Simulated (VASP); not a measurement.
A run of VASP 6.6.1:

File INCAR:

```
PREC = Accurate
ENCUT = 520
EDIFF = 1E-6
ISMEAR = 0
SIGMA = 0.05
LREAL = Auto
LASPH = True
NELM = 100
ALGO = Normal
ISIF = 2
LWAVE = False
LCHARG = True
ISPIN = 2
MAGMOM = 0.5
LORBIT = 11
NUPDOWN = 3
LMAXMIX = 4
LDAU = True
LDAUTYPE = 1
LDAUL = 2
LDAUU = 4
LDAUJ = 0.5
LDAUPRINT = 1
GGA = MK
LUSE_VDW = True
AGGAC = 0.0
PARAM1 = 0.1234
PARAM2 = 1.0
LELF = True
```

Contents of KPOINTS:

```
regular mesh
0
Gamma
  11 11 11
```

Contents of POSCAR:

```
Nb
2.8206
   -0.572109480252      0.581949939729      0.577937318301
    0.576360348862     -0.601656385166      0.601894986882
    0.586325604481      0.615872509395     -0.597643763738
Nb
1
Direct
    0.0023620000      0.0049470000     -0.0237220000
```

Potentials or basis: VASP PAW PBE potentials, release 64 (Nb_sv).

Launch:

```console
$ cat potpaw_PBE.64/Nb_sv/POTCAR > POTCAR
$ mpirun -np 1 vasp_std > vasp.out
```

Hardware: 1 thread of AMD EPYC 9R45 (Zen 5), with other jobs on the host.

Task: Estimate the wall time of this run.

Result: Wall time 7.2 min on 1 thread of AMD EPYC 9R45 (Zen 5), on a shared host, peak memory 0.37 GiB. Counts: scf iterations 17, k points 666.
